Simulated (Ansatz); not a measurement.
**Ga₂O₃ at a changed volume — 69Ga nuclear quadrupole resonance**

Cell: an entry of the Crystallography Open Database (COD), relaxed with PBE at fixed cell and then changed (volume scaled by 1.06, ions relaxed).

```cif
data_Ga2O3
_symmetry_space_group_name_H-M 'C2/m'
_symmetry_Int_Tables_number 12
_cell_length_a 12.4536
_cell_length_b 3.0967
_cell_length_c 5.9118
_cell_angle_alpha 90.000
_cell_angle_beta 103.830
_cell_angle_gamma 90.000
loop_
_atom_site_label
_atom_site_type_symbol
_atom_site_symmetry_multiplicity
_atom_site_Wyckoff_symbol
_atom_site_fract_x
_atom_site_fract_y
_atom_site_fract_z
Ga1 Ga 4 i 0.0901 0.0000 0.7950
Ga3 Ga 4 i 0.6583 0.0000 0.3141
O5 O 4 i 0.1627 0.0000 0.1097
O7 O 4 i 0.1738 0.0000 0.5649
O9 O 4 i 0.4956 0.0000 0.2569
```

One atom of each set is listed; the run and its k-mesh use a cell of 10 atoms with edges of 6.42, 6.42, 5.91 Å.

Computed with Ansatz: DFT, PBE, plane waves and PAW, scalar-relativistic, 420 eV cutoff, Γ-centred 10×10×6 k-points, Fermi–Dirac smearing 0.02 eV.

69Ga: I = 3/2, Q = 171.0 mb (year-2017 value). Static lattice, zero field.

(1) At which frequencies do the 69Ga NQR lines lie?

(2) And for Ga-71 (I = 3/2, Q = 107.0 mb) on Ga1?

## Answers

(1) For I = 3/2 there is one line, ν = (|C_Q|/2)(1 + η²/3)^½.

```tsv
site	atoms	V_zz (10²¹ V/m²)	C_Q (MHz)	η	line frequencies (MHz)
Ga1	2	3.85	15.9	0.68	8.55
Ga3	2	2.62	10.9	0.06	5.43
```

(2) C_Q scales with Q to 9.96 MHz, with lines at 5.35 MHz.
